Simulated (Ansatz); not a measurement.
# Sn: tetragonal deformation path

These are results of Ansatz 0.2.0, DFT PBE, scalar-relativistic, plane waves, PAW, not measurements. Cutoff 420 eV, Γ-centred 24×24×24 k-points, Gaussian smearing of 0.15 eV. No spin polarisation. Energies are free energies at this smearing, counted from the undisturbed cell; pressure is positive in compression.

Zero of the scan (as given, not relaxed at this level; it stands at -1.6 GPa; this form isn't the usual structure):

```
Sn
1.0
    -1.59075    1.59075    2.91565
     1.59075   -1.59075    2.91565
     1.59075    1.59075   -2.91565
Sn
1
Direct
  0.00000 0.00000 0.00000
```

At fixed volume and fractional coordinates, lengths along (0.000, 0.000, 1.000) are scaled against those across it; ρ is that ratio over its starting value. The cell is metallic on the mesh throughout.

```csv
ρ,ΔE (meV/atom),pressure (GPa)
0.800,-31.4,-2.2
0.850,-29.5,-2.2
0.920,-20.2,-2.1
0.960,-11.5,-1.9
1.000,0.0,-1.6
1.050,19.3,-1.2
1.100,44.0,-0.6
1.200,111.4,1.1
1.300,204.0,3.2
```

Cost: 9 runs of about 3.7 core-minutes in all, on Intel Xeon Platinum 8259CL (Skylake/Cascade Lake) (shared hosts).